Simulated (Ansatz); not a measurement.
## GaN: do energies and stresses tell the same story?

Theory: DFT PBE, scalar-relativistic, plane waves, PAW in Ansatz 0.2.0.

Settings: cutoff 420 eV, Γ-centred mesh 10×10×10 on the computed 2-atom cell, Gaussian smearing of 0.02 eV; no spin polarisation.

Relaxed cell: F-43m, a = 4.548 Å, b = 4.548 Å, c = 4.548 Å, α = 90.00°, β = 90.00°, γ = 90.00°, 2 atoms in the primitive cell. This zinc-blende form isn't the usual stable structure of the compound.

Energies at zero smearing and pressures from the stress tensor, at volumes with shape and atoms relaxed:
```tsv
V (Å³/atom)	E − E(first) (meV/atom)	P (GPa)
10.351	0.00	29.13
10.704	-53.76	19.98
11.057	-89.00	12.21
11.410	-108.43	5.61
11.763	-114.41	0.00
12.116	-109.04	-4.76
12.468	-93.99	-8.80
12.939	-61.40	-13.24
```

Q: Check P = −dE/dV between neighbouring volumes, and get the bulk modulus from the pressures alone.

A: With 1 eV/Å³ = 160.2 GPa:
```json
{"middle V (Å³/atom)": "10.528", "−ΔE/ΔV (GPa)": "24.407", "mean P (GPa)": "24.554"}
{"middle V (Å³/atom)": "10.881", "−ΔE/ΔV (GPa)": "16.000", "mean P (GPa)": "16.094"}
{"middle V (Å³/atom)": "11.233", "−ΔE/ΔV (GPa)": "8.821", "mean P (GPa)": "8.910"}
{"middle V (Å³/atom)": "11.586", "−ΔE/ΔV (GPa)": "2.718", "mean P (GPa)": "2.807"}
{"middle V (Å³/atom)": "11.939", "−ΔE/ΔV (GPa)": "-2.437", "mean P (GPa)": "-2.377"}
{"middle V (Å³/atom)": "12.292", "−ΔE/ΔV (GPa)": "-6.836", "mean P (GPa)": "-6.778"}
{"middle V (Å³/atom)": "12.704", "−ΔE/ΔV (GPa)": "-11.098", "mean P (GPa)": "-11.021"}
```

The two differ by 0.15 GPa at most. The mean of two end pressures misses the average over a step by about ΔV² P″/12, up to 0.12 GPa here; with that taken off 0.02 GPa remains. Around V = 11.763 Å³/atom, the two neighbours give B = −V ΔP/ΔV = 11.763 × 10.37 / 0.706 = 172.8 GPa, against B0 = 171.7 GPa from the Birch–Murnaghan fit of the energies.